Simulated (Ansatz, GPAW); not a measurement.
One calculation of Au, 3 ways

```xyz
1
Lattice="0.0000 2.0350 2.0350 2.0350 0.0000 2.0350 2.0350 2.0350 0.0000" Properties=species:S:1:pos:R:3 pbc="T T T"
Au    0.0000    0.0000    0.0000
```

Alike in all runs: task single point; functional PBE; k mesh 11 × 11 × 11; occupations gaussian, width 0.02 eV; no spin polarisation; no spin-orbit coupling. Pressure is positive in compression and, in plane waves, holds the error of the finite cutoff, which Ansatz's Pulay term estimates and takes out.

```csv
program and potentials,plane-wave cutoff (eV),notes,pressure (GPa)
"Ansatz, Ansatz PAW",420,19 valence electrons an atom on average,?
"GPAW, GPAW PAW data sets (gpaw-data 1.2.1)",600,11 valence electrons an atom on average,13.36
"Ansatz, all-electron LAPW, scalar-relativistic",-,-,10.81
```

Q: Estimate from the other rows what the run with Ansatz, Ansatz PAW gave.

A: Pressure 10.84 GPa. Its pressure holds a Pulay term of +0.06 GPa. The other rows, which needn't bracket it: pressure 10.81 to 13.36.
